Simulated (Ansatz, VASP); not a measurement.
# C: VASP beside Ansatz

```
C
1.0
     2.45891    0.00000    0.00000
    -1.22945    2.12948    0.00000
     0.00000    0.00000    7.23789
C
4
Direct
  0.00000 0.00000 0.00250
  0.00000 0.00000 0.50250
  0.33333 0.66667 0.00250
  0.66667 0.33333 0.50250
```

Alike in both runs: functional PBEsol; k mesh 18 × 18 × 6; occupations gaussian, width 0.1 eV; no spin polarisation.

Ansatz relaxed the structure, and its values are those at the end. VASP's run is a single point on that final structure, the one shown.

```csv
,VASP,Ansatz
version,VASP 6.6.1,Ansatz 0.2.0
potentials or method,"VASP PAW PBE potentials, release 64 (C)","scalar-relativistic, plane waves, PAW"
plane-wave cutoff (eV),520,420
valence electrons in the cell,16,16
```

```tsv
	VASP	Ansatz	Ansatz less VASP
gap on the k mesh at the Fermi level (eV)	none	none	-
pressure (GPa)	0.6	0.0	-0.62
```

A gap of «none» marks a metal or a gap that the smearing closes.

Caveats: the PAW data sets were made with another functional, which shifts forces and pressure a little (VASP); this functional lacks dispersion, which binds the layers, so the pressure and a relaxed spacing across them are unreliable.
